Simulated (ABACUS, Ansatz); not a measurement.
## Ge: equilibrium volume by level of theory

It takes space group I4_1/amd (No. 141, tetragonal). Conventional cell: a = 5.149 Å, b = 5.149 Å, c = 2.795 Å, α = 90.00°, β = 90.00°, γ = 90.00°. Ge (site symmetry -4m2) is surrounded by 6 Ge at 2.67 to 2.79 Å.

This isn't the form of Ge at room conditions, which is diamond.

```csv
rung,level,program and potentials,cutoff (eV),k mesh,smearing,core time,chip,equilibrium volume (Å³/atom),notes
GGA,BLYP,"Ansatz, all-electron LAPW, scalar-relativistic",-,11 × 11 × 11,fermi-dirac 0.05,65 s,Arm Neoverse V2,21.30,-
LDA,LDA,"Ansatz, all-electron LAPW, scalar-relativistic",-,11 × 11 × 11,fermi-dirac 0.05,78 s,Arm Neoverse V1,17.95,-
GGA + dispersion,PBEsol+D3(BJ),"Ansatz, all-electron LAPW, scalar-relativistic",-,11 × 11 × 11,fermi-dirac 0.05,85 s,Arm Neoverse V1,17.69,-
GGA + dispersion,BLYP+D3(BJ),"Ansatz, all-electron LAPW, scalar-relativistic",-,11 × 11 × 11,fermi-dirac 0.05,94 s,Arm Neoverse V1,19.20,-
GGA + dispersion,BLYP+D4,"Ansatz, all-electron LAPW, scalar-relativistic",-,11 × 11 × 11,fermi-dirac 0.05,3.1 min,Intel Xeon Skylake/Cascade Lake,19.45,-
GGA,AM05,"ABACUS, PseudoDojo NC SR 0.4.1 PBEsol standard, plane waves",1075,9 × 9 × 9,fermi-dirac 0.05,3.2 min,AMD EPYC 7R43 Zen 3,18.21,potentials made for PBEsol; 14 valence electrons an atom on average
LDA,LDA,"ABACUS, PseudoDojo NC SR 0.4.1 LDA stringent, plane waves",1687,9 × 9 × 9,fermi-dirac 0.05,9.8 min,Intel Xeon Platinum 8488C Sapphire Rapids,17.98,22 valence electrons an atom on average
```

Times are single runs on shared hosts and different chips, so they are rough; meshes, cutoffs and the tasks' sizes weigh on the time. Task: relaxation of cell and atoms. All rows: no spin polarisation. Smearing widths are in eV. For a metal such meshes aren't converged. Meshes differ between rows, which moves values too. Meshes are those of the run's cell of 2 atoms unless a note names another. Relaxations start from the cell shown or near it and stop with a little pressure left. Runs on faulty files, with rough fits or with known faults for this quantity aren't shown. PBE isn't shown for this crystal. No row holds spin-orbit coupling.

By rung: LDA 17.95 to 17.98; GGA 18.21 to 21.30; GGA + dispersion 17.69 to 19.45 (Å³/atom).
